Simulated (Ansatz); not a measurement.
BP (started from an entry of an open crystallographic database), relaxed with r2SCAN in the PAW code Ansatz. Space group F-43m (No. 216), cubic; a = 4.537 Å in the conventional setting, 11.67 Å³ an atom. Around B lie 4 P at 1.96 Å; around P lie 4 B at 1.96 Å.

The axes x, y and z are those of this cell:
```yaml
crystal:
  lattice:
    - [0.00000, 2.26832, 2.26832]
    - [2.26832, 0.00000, 2.26832]
    - [2.26832, 2.26832, 0.00000]
  atoms:
    - { symbol: B, position: [0.00000, 0.00000, 0.00000] }
    - { symbol: P, position: [0.25000, 0.25000, 0.25000] }
```

Unstrained: PBE gives an indirect gap of 1.238 eV, from Γ to Γ–X (0.83 of the way from Γ); the least direct gap is 3.405 eV at Γ. The r2SCAN gap is indirect, 1.410 eV (Γ to Γ–X (0.83 of the way from Γ)), below the direct gap of 3.602 eV at Γ. The HSE06 gap is indirect, 1.964 eV (Γ to Γ–X (0.83 of the way from Γ)), below the direct gap of 4.344 eV at Γ. Meshes: PBE 10×10×10, r2SCAN 10×10×10, HSE06 6×6×6. Strains are changes of length per length, and xy shears are angles. After each strain the atoms were relaxed again with r2SCAN within the symmetry that the strain leaves, so tilts or polar shifts that break it weren't tested; points keep the names that they have in the unstrained zone. Calculated for a static, non-magnetic cell.

(1) Estimate what uniaxial -5.64 % along y, other directions held does to the gap.

(2) One strain changed the r2SCAN stress by xx -18.37, yy -18.37, zz -18.37 GPa (compression positive) and the gap by +0.185 eV (PBE), +0.182 eV (r2SCAN), +0.179 eV (HSE06). Which kind of strain was it, and roughly how large?

(3) One strain changed the r2SCAN stress by xx +0.69, yy +0.69, zz -0.06, xy +11.38 GPa (compression positive) and the gap by -0.600 eV (PBE), -0.623 eV (r2SCAN), -0.620 eV (HSE06). Which kind of strain was it, and roughly how large?

(4) One strain changed the r2SCAN stress by xx -19.76, yy -19.76, zz -6.36 GPa (compression positive) and the gap by -0.628 eV (PBE), -0.674 eV (r2SCAN), -0.672 eV (HSE06). Which kind of strain was it, and roughly how large?

Answers

(1) PBE: the gap goes from 1.238 to 0.279 eV (-0.959 eV); with r2SCAN the top three valence levels at Γ, degenerate before, become 1+2 from the top over 581 meV. r2SCAN: the gap goes from 1.410 to 0.406 eV (-1.004 eV). HSE06: the gap goes from 1.964 to 0.962 eV (-1.002 eV). The r2SCAN energy rises by 43.6 meV an atom.

(2) Isotropic +4.86 % on every length. The pattern of the stress gives the kind; the size needs the stiffness, so it is an estimate.

(3) Xy shear, engineering strain (angle) -5.75 %. The pattern of the stress gives the kind; the size needs the stiffness, so it is an estimate.

(4) Biaxial +5.75 % in x and y, z held. The pattern of the stress gives the kind; the size needs the stiffness, so it is an estimate.

Where an edge lies off the special points, it is a point of the mesh or the k point where a search put PBE's edge or least direct gap, reused for the other functionals, whose own edges may lie a little apart.

The meshes of the hybrids are coarse, so their gaps aren't converged to the digits shown.

The splittings at Γ are without spin-orbit coupling, which regroups them where it is of like size or larger.
